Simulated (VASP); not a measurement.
# Mg (P6/mmm) in VASP: further runs

The runs below take Mg through single point, with r2SCAN.

All numbers are computed with VASP 6.6.1; they aren't measurements. Logs are shortened: lines on timing, memory, paths and dates and some standing lists are left out, and cuts for length are marked.

## (1) The crystal as given

The structure is hexagonal, space group P6/mmm (No. 191). Conventional cell: a = 3.050 Å, b = 3.050 Å, c = 3.045 Å, α = 90.00°, β = 90.00°, γ = 120.00°. Mg (site symmetry 6/mmm) is surrounded by 8 Mg at 3.04 to 3.05 Å.

This isn't the form of Mg at room conditions, which is hcp.

## (2) Single point, r2SCAN

Contents of INCAR:

```
ADDGRID = False
ALGO = Normal
EDIFF = 1E-6
ENCUT = 300
ISIF = 2
ISMEAR = 1
LASPH = True
LCHARG = False
LMIXTAU = True
LREAL = False
LWAVE = False
METAGGA = R2SCAN
NELM = 100
PREC = Accurate
SIGMA = 0.2
```

Contents of KPOINTS:

```
k-points
0
Gamma
  13 13 11
```

Contents of POSCAR:

```
Mg
1.0
    3.0502998005      0.0000000000      0.0000000000
   -1.5251499003      2.6416371164      0.0000000000
    0.0000000000      0.0000000000      3.0448375700
Mg
1
Direct
    0.0000000000      0.0000000000      0.0000000000
```

Potentials or basis: VASP PAW PBE potentials, release 64 (Mg).

The run is started by

```
$ cat potpaw_PBE.64/Mg/POTCAR > POTCAR
$ mpirun -np 1 vasp_std > vasp.out
```

OUTCAR:

```text
EDIFF = 1E-6
   ENCUT = 300
   ISIF = 2
   ISMEAR = 1
   LASPH = True
   LREAL = False
   METAGGA = R2SCAN
   NELM = 100
   PREC = Accurate

 Found    126 irreducible k-points:

 Following reciprocal coordinates:
            Coordinates               Weight
  0.000000  0.000000  0.000000      1.000000
  0.076923  0.000000  0.000000      6.000000
  0.153846  0.000000  0.000000      6.000000
  0.230769  0.000000  0.000000      6.000000
  0.307692  0.000000  0.000000      6.000000
  0.384615  0.000000  0.000000      6.000000
   k-points           NKPTS =    126   k-points in BZ     NKDIM =    126   number of bands    NBANDS=      5
   number of dos      NEDOS =    301   number of ions     NIONS =      1
   total plane-waves  NPLWV =   5832
   dimension x,y,z NGX =    18 NGY =   18 NGZ =   18
   dimension x,y,z NGXF=    36 NGYF=   36 NGZF=   36
   ions per type =               1
   NGX,Y,Z   is equivalent  to a cutoff of   9.81,  9.81,  9.83 a.u.
   NGXF,Y,Z  is equivalent  to a cutoff of  19.62, 19.62, 19.66 a.u.
 SYSTEM =  unknown system
   PREC   = accura    normal or accurate (medium, high low for compatibility)
   ISTART =      0    job   : 0-new  1-cont  2-samecut
   ICHARG =      2    charge: 1-file 2-atom 10-const
   ISPIN  =      1    spin polarized calculation?
   LNONCOLLINEAR =      F non collinear calculations
   LSORBIT =      F    spin-orbit coupling
   LASPH  =      T    aspherical Exc in radial PAW
   ENCUT  =  300.0 eV  22.05 Ry    4.70 a.u.   4.31  4.31  4.30*2*pi/ulx,y,z
   NELM   =    100;   NELMIN=  2; NELMDL= -5     # of ELM steps
   EDIFF  = 0.1E-05   stopping-criterion for ELM
   LREAL  =      F    real-space projection
   EDIFFG = 0.1E-04   stopping-criterion for IOM
   NSW    =      0    number of steps for IOM
   IBRION =     -1    ionic relax: 0-MD 1-quasi-New 2-CG
   NFREE  =      0    steps in history (QN), initial steepest desc. (CG)
   ISIF   =      2    stress and relaxation
   ISYM   =      2    0-nonsym 1-usesym 2-fastsym
   POTIM  = 0.5000    time-step for ionic-motion
   TEBEG  =    0.0;   TEEND  =   0.0 temperature during run
   PSTRESS=    0.0 pullay stress
   NELECT =       2.0000    total number of electrons
   NUPDOWN=      -1.0000    fix difference up-down
   EMIN   =  10.00;   EMAX   =-10.00  energy-range for DOS
   EFERMI =   0.00;   METHOD = LEGACY
   ISMEAR =     1;   SIGMA  =   0.20  broadening in eV -4-tet -1-fermi 0-gaus
   EFERMI_NEDOS =   21; number of points for ismear=-14 and -15
   IALGO  =     38    algorithm
   IMIX   =      4    mixing-type and parameters
     AMIX     =   0.40;   BMIX     =  1.00
     AMIX_MAG =   1.60;   BMIX_MAG =  1.00
  volume/ion in A,a.u.               =      24.53       165.57
  Fermi-wavevector in a.u.,A,eV,Ry     =   0.709836  1.341396  6.855535  0.503868
  Thomas-Fermi vector in A             =   1.796524
   LORBIT       =      0    0 simple, 1 ext, 2 COOP (PROOUT), +10 PAW based schemes
   METAGGA = R2SCAN    functional components
   LHFCALC =     F    Hartree Fock is set to
   AEXX    =    0.0000 exact exchange contribution
   IVDW    =     0    specifies the selected vdW correction
   LEPSILON=     F    determine dielectric tensor
   LRPA    =     F    only Hartree local field effects (RPA)
 non-spin polarized calculation
 Methfessel and Paxton  Order N= 1 SIGMA  =   0.20
  energy-cutoff  :      300.00
  volume of cell :       24.53
 maximum number of plane-waves:       315
 NGX is ok and might be reduce to    18

 number of electron       2.0000000 magnetization

 Free energy of the ion-electron system (eV)
  ---------------------------------------------------
  ext. energy  EPLUGINS =         0.00000000
  ---------------------------------------------------
  free energy    TOTEN  =        -3.86416784 eV

  energy without entropy =       -3.86324085  energy(sigma->0) =       -3.86385884

 E-fermi :   2.2961     XC(G=0):  -8.8345

 val. band max:        2.2842987759   @ k =   0.3846   0.1538   0.0909
 cond. band min:       2.3057327846   @ k =   0.3077   0.1538   0.4545
 fundamental gap:      0.0214340086
 Fermi energy:         2.2961159112

 k-point     1 :       0.0000    0.0000    0.0000
  band No.  band energies     occupation
      1      -4.8370      2.00000
      2      10.8264      0.00000
      3      11.7513      0.00000
      4      15.7151      0.00000
      5      15.7151      0.00000

 k-point     2 :       0.0769    0.0000    0.0000
  band No.  band energies     occupation
      1      -4.7000      2.00000
      2      10.8069      0.00000
      3      11.8653      0.00000
      4      13.7675      0.00000
      5      14.8781      0.00000

 k-point     3 :       0.1538    0.0000    0.0000
  band No.  band energies     occupation
      1      -4.2903      2.00000
      2      10.2052      0.00000
      3      11.8210      0.00000
      4      12.2076      0.00000
      5      13.8112      0.00000

 k-point     4 :       0.2308    0.0000    0.0000
  band No.  band energies     occupation
      1      -3.6113      2.00000
      2       8.0775      0.00000
      3      11.4929      0.00000
      4      12.7785      0.00000
      5      12.9278      0.00000

 k-point     5 :       0.3077    0.0000    0.0000
  band No.  band energies     occupation
      1      -2.6689      2.00000
      2       5.7807     -0.00000
      3      11.3998      0.00000
      4      12.2600      0.00000
      5      13.5776      0.00000

 k-point     6 :       0.3846    0.0000    0.0000
  band No.  band energies     occupation
      1      -1.4732      2.00000
      2       3.6522     -0.00000
      3      11.2624      0.00000
      4      11.8138      0.00000
      5      14.5969      0.00000

 [... further k-points ...]
[... 5 lines left out ...]
  --------------------------------------------------------------------------------------
  -------------------------------------------------------------------------------------
  Total        0.1295209      0.1295209     -0.0807443     -0.0000000     -0.0000000     -0.0000000
  in kB        8.4580603      8.4580603     -5.2728157     -0.0000000     -0.0000000     -0.0000000
  external PRESSURE =       3.8811016 kB  Pullay stress =       0.0000000 kB

 VOLUME and BASIS-vectors are now :
 -----------------------------------------------------------------------------
  energy-cutoff  :      300.00
  volume of cell :       24.53
      direct lattice vectors                 reciprocal lattice vectors
     3.050299800  0.000000000  0.000000000     0.327836628  0.189276565  0.000000000
    -1.525149900  2.641637116  0.000000000     0.000000000  0.378553130  0.000000000
     0.000000000  0.000000000  3.044837570     0.000000000  0.000000000  0.328424744

 POSITION                                       TOTAL-FORCE (eV/Angst)
 -----------------------------------------------------------------------------------
      0.00000      0.00000      0.00000         0.000000      0.000000      0.000000
 -----------------------------------------------------------------------------------
    total drift:                                0.000000      0.000000      0.000000

  FREE ENERGIE OF THE ION-ELECTRON SYSTEM (eV)
  ---------------------------------------------------
  free  energy   TOTEN  =        -3.8641678374 eV

  energy  without entropy=       -3.8632408457  energy(sigma->0) =       -3.86385884
```

It took 16 s on 1 thread of Intel Xeon 6975P-C (Granite Rapids), shared host; peak memory 0.12 GiB.

The run converged, but some of its settings lie outside the range that counts as converged, so its numbers aren't taken as properties of the crystal.

Results:

```
Free energy            : -3.8642 eV
Pressure               : 0.4 GPa
Band gap on the k mesh : none (metal or under the smearing width)
```

Caveat: the PAW data sets were made with another functional, which shifts forces and pressure a little.

## (3) Single point, r2SCAN

This run uses another cell than the first one, of the same volume but with other edges.

INCAR is that of step 2.

KPOINTS is that of step 2.

Contents of POSCAR:

```
Mg
1.0
    3.1430880000     -0.0084060000     -0.0278050000
   -1.5788240000      2.6046760000      0.0276970000
   -0.0277550000      0.0158990000      3.0020770000
Mg
1
Direct
   -0.0144770000      0.0117080000      0.0082640000
```

Potentials or basis: VASP PAW PBE potentials, release 64 (Mg).

The run is started by

```
$ cat potpaw_PBE.64/Mg/POTCAR > POTCAR
$ mpirun -np 1 vasp_std > vasp.out
```

It took 96 s on 1 thread of Intel Xeon 6975P-C (Granite Rapids), shared host; peak memory 0.17 GiB.

The run converged, but some of its settings lie outside the range that counts as converged, so its numbers aren't taken as properties of the crystal.

Results:

| Item | Value |
| --- | --- |
| Free energy | -3.8629 eV |
| Pressure | 0.2 GPa |
| Band gap on the k mesh | none (metal or under the smearing width) |

Caveat: the PAW data sets were made with another functional, which shifts forces and pressure a little.

## (4) Single point, r2SCAN

INCAR: that of step 3 with these lines changed.

```diff
@@ -3,3 +3,3 @@
 EDIFF = 1E-6
-ENCUT = 300
+ENCUT = 350
 ISIF = 2
```

KPOINTS is that of step 3.

Contents of POSCAR:

```
Mg
1.0
    3.0502998005      0.0000000000      0.0000000000
   -1.5251499003      2.6416371164      0.0000000000
    0.0000000000      0.0000000000      3.0448375700
Mg
1
Direct
    0.0000000000      0.0000000000      0.0000000000
```

The run is started by

```
$ cat potpaw_PBE.64/Mg/POTCAR > POTCAR
$ mpirun -np 1 vasp_std > vasp.out
```

It took 20 s on 1 thread of Intel Xeon 6975P-C (Granite Rapids), shared host; peak memory 0.12 GiB.

The run converged, but some of its settings lie outside the range that counts as converged, so its numbers aren't taken as properties of the crystal.

Results:

```yaml
Free_energy: -3.8646 eV
Pressure: 0.4 GPa
Band_gap_on_the_k_mesh: none (metal or under the smearing width)
```

Caveat: the PAW data sets were made with another functional, which shifts forces and pressure a little.

## (5) Single point, r2SCAN

This run uses another cell than the first one, of the same volume but with other edges.

INCAR is that of step 4.

KPOINTS is that of step 4.

Contents of POSCAR:

```
Mg
1.0
    3.1430880000     -0.0084060000     -0.0278050000
   -1.5788240000      2.6046760000      0.0276970000
   -0.0277550000      0.0158990000      3.0020770000
Mg
1
Direct
   -0.0144770000      0.0117080000      0.0082640000
```

The run is started by

```
$ cat potpaw_PBE.64/Mg/POTCAR > POTCAR
$ mpirun -np 1 vasp_std > vasp.out
```

It took 1.9 min on 1 thread of Intel Xeon 6975P-C (Granite Rapids), shared host; peak memory 0.19 GiB.

The run converged, but some of its settings lie outside the range that counts as converged, so its numbers aren't taken as properties of the crystal.

Results:

```
Free energy            : -3.8633 eV
Pressure               : 0.2 GPa
Band gap on the k mesh : none (metal or under the smearing width)
```

Caveat: the PAW data sets were made with another functional, which shifts forces and pressure a little.

## (6) Single point, r2SCAN

INCAR: that of step 5 with these lines changed.

```diff
@@ -3,3 +3,3 @@
 EDIFF = 1E-6
-ENCUT = 350
+ENCUT = 500
 ISIF = 2
```

Contents of KPOINTS:

```
k-points
0
Gamma
  11 11 9
```

Contents of POSCAR:

```
Mg
1.0
    3.0502998005      0.0000000000      0.0000000000
   -1.5251499003      2.6416371164      0.0000000000
    0.0000000000      0.0000000000      3.0448375700
Mg
1
Direct
    0.0000000000      0.0000000000      0.0000000000
```

Potentials or basis: VASP PAW PBE potentials, release 64 (Mg).

The run is started by

```
$ cat potpaw_PBE.64/Mg/POTCAR > POTCAR
$ mpirun -np 1 vasp_std > vasp.out
```

It took 16 s on 1 thread of Intel Xeon 6975P-C (Granite Rapids), shared host; peak memory 0.14 GiB.

The run converged, but some of its settings lie outside the range that counts as converged, so its numbers aren't taken as properties of the crystal.

What came out:

```yaml
Free_energy: -3.8652 eV
Pressure: 0.4 GPa
Band_gap_on_the_k_mesh: none (metal or under the smearing width)
```

Caveat: the PAW data sets were made with another functional, which shifts forces and pressure a little.

## (7) For comparison

An earlier run on the cell as given: functional PBE; potentials or basis VASP PAW PBE potentials, release 64 (Mg); cutoff 520 eV; k mesh 10 × 10 × 9; occupations fermi-dirac, width 0.05 eV; no spin polarisation.

* Pressure: 1.1 GPa
* Band gap on the k mesh: none (metal or under the smearing width)
